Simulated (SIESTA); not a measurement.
MoP: band structure with PBE

Crystal: MoP.

```
CELL_PARAMETERS angstrom
3.22300 0.00000 0.00000
-1.61150 2.79120 0.00000
0.00000 0.00000 3.19100
ATOMIC_POSITIONS crystal
Mo 0.00000 0.00000 0.00000
P 0.33333 0.66667 0.50000
```

```yaml
Program: SIESTA 5.4.2
Task: band structure
Functional: PBE
Potentials_or_basis: PseudoDojo 0.4 standard (PBE files)
Basis: TZP (energy shift 0.002 Ry)
Grid_cutoff: 800 Ry
Energy_shift: 0.002 Ry
k_mesh: 10 × 10 × 8
Occupations: fermi-dirac, width 0.05 eV
Spin: no spin polarisation
```

```yaml
Pressure: 3.6 GPa
Band_gap_on_the_k_mesh: none (metal or under the smearing width)
```

Stress tensor (GPa, compression positive):
```
3.65 0.00 0.00
0.00 3.65 0.00
0.00 0.00 3.54
```

Levels at the corners of the path, in eV from the Fermi level:
| point | band 5 | band 6 | band 7 | band 8 | band 9 | band 10 | band 11 | band 12 | band 13 | band 14 |
| --- | --- | --- | --- | --- | --- | --- | --- | --- | --- | --- |
| Γ | -13.92 | -4.20 | -3.28 | -3.28 | -0.62 | 0.26 | 0.26 | 4.23 | 4.23 | 6.70 |
| M | -11.28 | -7.24 | -3.95 | -3.73 | -1.19 | -0.46 | 1.76 | 2.35 | 4.75 | 6.84 |
| K | -10.87 | -6.58 | -5.22 | -3.76 | -1.54 | -0.02 | 0.75 | 0.90 | 6.85 | 9.48 |
| Γ | -13.92 | -4.20 | -3.28 | -3.28 | -0.62 | 0.26 | 0.26 | 4.23 | 4.23 | 6.70 |
| A | -11.44 | -7.84 | -2.73 | -2.73 | -1.67 | -1.67 | 1.30 | 3.11 | 3.11 | 8.98 |
| L | -11.10 | -6.14 | -5.26 | -4.43 | -0.99 | 1.43 | 1.80 | 3.66 | 5.10 | 6.46 |
| H | -10.82 | -6.89 | -5.70 | -3.24 | -1.26 | 1.53 | 3.30 | 4.22 | 4.40 | 5.00 |
| A | -11.44 | -7.84 | -2.73 | -2.73 | -1.67 | -1.67 | 1.30 | 3.11 | 3.11 | 8.98 |
| L | -11.10 | -6.14 | -5.26 | -4.43 | -0.99 | 1.43 | 1.80 | 3.66 | 5.10 | 6.46 |
| M | -11.28 | -7.24 | -3.95 | -3.73 | -1.19 | -0.46 | 1.76 | 2.35 | 4.75 | 6.84 |
| K | -10.87 | -6.58 | -5.22 | -3.76 | -1.54 | -0.02 | 0.75 | 0.90 | 6.85 | 9.48 |
| H | -10.82 | -6.89 | -5.70 | -3.24 | -1.26 | 1.53 | 3.30 | 4.22 | 4.40 | 5.00 |

It took 110 s on 1 thread of Arm Neoverse V2 (shared host), peak memory 0.37 GiB.

Caveat: semicore shells carry a single zeta, which can move pressures by several GPa and volumes by a few percent; the basis of atomic orbitals isn't converged, which shifts pressures, moduli and gaps.
